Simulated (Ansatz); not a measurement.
# CsSnI3, a known structure type with other elements, at an estimated volume

```
I Cs Sn
1.0
     4.29226    2.47814    3.63237
    -4.29226    2.47814    3.63237
     0.00000   -4.95628    3.63236
I Cs Sn
3 1 1
Direct
  0.50693 0.99874 0.50693
  0.50693 0.50693 0.99874
  0.99874 0.50693 0.50693
  0.01000 0.01000 0.01000
  0.53943 0.53943 0.53943
```

The numbers come from plane-wave PAW DFT (Ansatz): PBEsol, no spin polarisation, 420 eV, 4×4×4 Γ-centred k points, fermi-dirac occupations (width 0.1 eV). Nothing was relaxed.

Question: Metal or insulator? Give the gap.

Answer: The gap is 0.31 eV, direct at the points sampled.

Question: Is the cell too large or too small?

Answer: The pressure is 1.1 GPa (compression positive), so with the atoms held at these fractions the cell would first expand; the forces are large, so a full relaxation may end otherwise.

Question: How is the charge shared?

Answer: Bader charges in e: Cs +0.86, Sn +0.83, I -0.56. In the mean Cs gives up most and I takes most.

Question: Describe some of the short contacts.

Answer: I–Sn at 2.83 Å: least valence density 0.36 e/Å³ and ELF 0.40 there. Cs–I at 4.29 Å: least valence density 0.03 e/Å³ and ELF 0.02 there, so no covalent bond. These are pseudo-fields; inside the PAW spheres they differ from the all-electron ones.

Question: What is the character of the valence top and the conduction bottom?

Answer: Within 0.7 eV of the edges, the states project mainly on I p (55 %) and Sn s (32 %) below the gap and on Sn p (69 %) and I p (14 %) above it.

Question: What is the formation energy?

Answer: -0.89 eV an atom against the elements' usual phases (free molecules for gases, crystals otherwise, with no correction for O₂ or N₂), so it is bound against them; other compounds may still compete. Relaxing would lower it.

Question: Which atom feels the largest force, and which way?

Answer: The largest is on Sn5: 0.90 eV/Å, components (0.00, 0.00, -0.90). It makes 120° with the line to a nearest neighbour, I1 at 2.83 Å.

Origin: a known structure type with other elements, at an estimated volume, so it need not be a known compound. Caveats: no spin-orbit coupling, which can shift this gap by tenths of an eV.
